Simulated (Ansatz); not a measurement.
**Zone-centre phonons of KF at 25 GPa: input and output**

Level of theory: DFT PBEsol, scalar-relativistic, plane waves, PAW (Ansatz 0.2.0).

Launched with:
```bash
ansatz run input.yaml --threads 1 --pin off --max-ram 1228MiB --backend cpu --events-out ev --progress --plain --runs-dir out
```

Input (bare energies are in eV):
```yaml
crystal:
  lattice:
    - [0.0, 2.3768103814, 2.3768103814]
    - [2.3768103814, 0.0, 2.3768103814]
    - [2.3768103814, 2.3768103814, 0.0]
  atoms:
    - { symbol: K, position: [0.0, 0.0, 0.0] }
    - { symbol: F, position: [0.5, 0.5, 0.5] }
basis:
  ecutwfc: 420
kpoints:
  mp_grid: { grid: [8, 8, 8] }
hamiltonian:
  xc: pbesol
scf:
  occupations: { method: fixed }
output:
  eigenvalues: true
phonons:
  method: dfpt
  dielectric: true
  rigid_motions: translations
  eigenvectors: true
```

Results section of the output:
```
--- Phonons (Γ-DFPT): 2 representative perturbations + reference, on 59 of 512 k-points (Σ response iterations 7) ---
  k mesh reduced under 8 symmetry operations, with k and −k counted as one. Each operation leaves every solved perturbation unchanged. A smaller set is not considered because the run solves the response ...
  ASR residual: 9.627e-5 → 0.000e0 eV/Å²; symmetrization residual: 2.276e-6 eV/Å²
  ASR residual per site (eV/Å²): 5.79e-5 9.63e-5
  Γ frequencies (cm⁻¹): 0.00 0.00 0.00 354.83 354.83 354.83
  ε∞ (high-frequency dielectric tensor):
        2.291865     0.000000    -0.000000
        0.000000     2.291865    -0.000000
        0.000000    -0.000000     2.291865
  ε⁰ (static dielectric tensor: ions relaxed, cell fixed):
        3.965812     0.000000    -0.000000
        0.000000     3.965812    -0.000000
       -0.000000    -0.000000     3.965812
  ε⁰ − ε∞ (ionic part):
        1.673948    -0.000000    -0.000000
       -0.000000     1.673948     0.000000
       -0.000000     0.000000     1.673948
  softest optical mode at Γ: 354.83 cm⁻¹; the repairs (sum rule, projections) moved no ω² at Γ by more than (1.25 cm⁻¹)²
  Born effective charges Z* (e; rows j = field, columns β = displacement):
    site 0:
         1.21269    0.00000   -0.00000
        -0.00000    1.21269   -0.00000
        -0.00000   -0.00000    1.21269
    site 1:
        -1.21269   -0.00000    0.00000
         0.00000   -1.21269    0.00000
         0.00000    0.00000   -1.21269
  Z* charge neutrality: 1.084e-5 e pre-enforcement
  k-mesh period / interband length: 26.9 Å / 0.85 Å = 31.80 at k = (0.0000, 0.0000, 0.0000), direct gap 8.239 eV — 14 or more, which is no proof of convergence
  optical modes at Γ without the LO–TO term, one row a degenerate level:
      ω (cm⁻¹) modes IR ((D/Å)²/amu)
        354.83      3             7.9609
  optical modes at Γ + LO–TO along q̂ = [1.0000, 0.0000, 0.0000]:
      ω (cm⁻¹) modes IR ((D/Å)²/amu)
        354.83      2             5.3072
        466.76      1             2.6536
  optical modes at Γ + LO–TO along q̂ = [0.0000, 1.0000, 0.0000]:
      ω (cm⁻¹) modes IR ((D/Å)²/amu)
        354.83      2             5.3072
        466.76      1             2.6536
  optical modes at Γ + LO–TO along q̂ = [0.0000, 0.0000, 1.0000]:
      ω (cm⁻¹) modes IR ((D/Å)²/amu)
        354.83      2             5.3072
        466.76      1             2.6536
```

The run took 13 s on 1 thread of AMD EPYC 7R43 64-Core Processor (Zen 3), with other jobs on the host, peak memory 0.41 GiB.

Other phases may be more stable at this pressure.